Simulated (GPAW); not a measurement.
Crystal: PtS2.

```
CELL_PARAMETERS angstrom
3.54320 0.00000 0.00000
-1.77160 3.06850 0.00000
0.00000 0.00000 5.03880
ATOMIC_POSITIONS crystal
Pt 0.00000 0.00000 0.00000
S 0.66667 0.33333 0.77300
S 0.33333 0.66667 0.22700
```

Program: GPAW 26.7.0. Alike in all runs: task band structure; no spin polarisation; cell as given; cutoff (eV) 600; smearing fermi-dirac 0.05 eV.

Task: Order these runs on this cell by their pressure, lowest first.
A. level PBEsol; potentials or basis PAW data sets generated in the run's folder for this functional, pw; k mesh 9 × 9 × 5; band points 100
B. level r2SCAN; potentials or basis GPAW PAW data sets (gpaw-data 1.2.1), pw; k mesh 7 × 7 × 4; band points 60
C. level LDA; potentials or basis the program's PAW data sets (release 1.2.1) made for this functional, pw; k mesh 7 × 7 × 4; band points 60

Result: C (3.1 GPa), A (6.4 GPa), B (9.2 GPa).

Caveats: the PAW data sets were made with another functional, which shifts forces and pressure a little (some runs).

Runs at the PBE level aren't shown here.
